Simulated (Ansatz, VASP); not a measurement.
CsPbCl3 in VASP and in Ansatz

Contents of INCAR:

```
ALGO = Normal ; EDIFF = 1E-6
EDIFFG = -0.005 ; ENCUT = 600
GGA = PE ; IBRION = 2
ISIF = 3 ; ISMEAR = 0
LASPH = T ; LCHARG = F
LREAL = F ; LWAVE = F
NELM = 100 ; NSW = 100
PREC = Accurate ; SIGMA = 0.02
```

The input KPOINTS:

```
k-points
0
Gamma
  6 6 6
```

POSCAR

```
CsPbCl3
1.0
    5.6050000000      0.0000000000      0.0000000000
    0.0000000000      5.6050000000      0.0000000000
    0.0000000000      0.0000000000      5.6050000000
Cs Pb Cl
1 1 3
Direct
    0.0000000000      0.0000000000      0.0000000000
    0.5000000000      0.5000000000      0.5000000000
    0.5000000000      0.5000000000      0.0000000000
    0.0000000000      0.5000000000      0.5000000000
    0.5000000000      0.0000000000      0.5000000000
```

Input for Ansatz:

```yaml
crystal:
  lattice:
    - [5.605, 0.0, 0.0]
    - [0.0, 5.605, 0.0]
    - [0.0, 0.0, 5.605]
  atoms:
    - { symbol: Cs, position: [0.0, 0.0, 0.0] }
    - { symbol: Pb, position: [0.5, 0.5, 0.5] }
    - { symbol: Cl, position: [0.5, 0.5, 0.0] }
    - { symbol: Cl, position: [0.0, 0.5, 0.5] }
    - { symbol: Cl, position: [0.5, 0.0, 0.5] }
basis:
  ecutwfc: 420
kpoints:
  mp_grid: { grid: [6, 6, 6] }
hamiltonian:
  xc: pbe
scf:
  occupations: { method: gaussian, width: 0.02 }
output:
  forces: true
  stress: true
  eigenvalues: true
relax:
  adjacent_minimum: "off"
  f_tol: 0.005
  max_steps: 80
  cell: { stress_tol: 0.05 }
```

Alike in both runs: task relaxation of cell and atoms; functional PBE; k mesh 6 × 6 × 6; occupations gaussian, width 0.02 eV; no spin polarisation.

|  | VASP | Ansatz |
| --- | --- | --- |
| version | VASP 6.6.1 | Ansatz 0.2.0 |
| potentials or method | VASP PAW PBE potentials, release 64 (Cs_sv, Pb_d, Cl) | scalar-relativistic, plane waves, PAW |
| plane-wave cutoff (eV) | 600 | 420 |
| valence electrons in the cell | 44 | 44 |

Ansatz gave:

* gap on the k mesh at the Fermi level, each at its own relaxed structure (eV): 2.21
* relaxed volume (Å³/atom): 37.73
* relaxed cell length with the largest relative difference (Å): 5.735
* energy change over the relaxation (meV/atom): -13

Q: What did VASP give for the same quantities?

A: gap on the k mesh at the Fermi level, each at its own relaxed structure (eV): 2.22; relaxed volume (Å³/atom): 37.73; relaxed cell length with the largest relative difference (Å): 5.735; energy change over the relaxation (meV/atom): -13.

Caveats: spin-orbit coupling is left out, which as a rule narrows the gap of such compounds by several tenths of an eV. PBE usually gives volumes a little too large and moduli too small. PBE gaps usually lie below the measured ones, often by a third to a half.
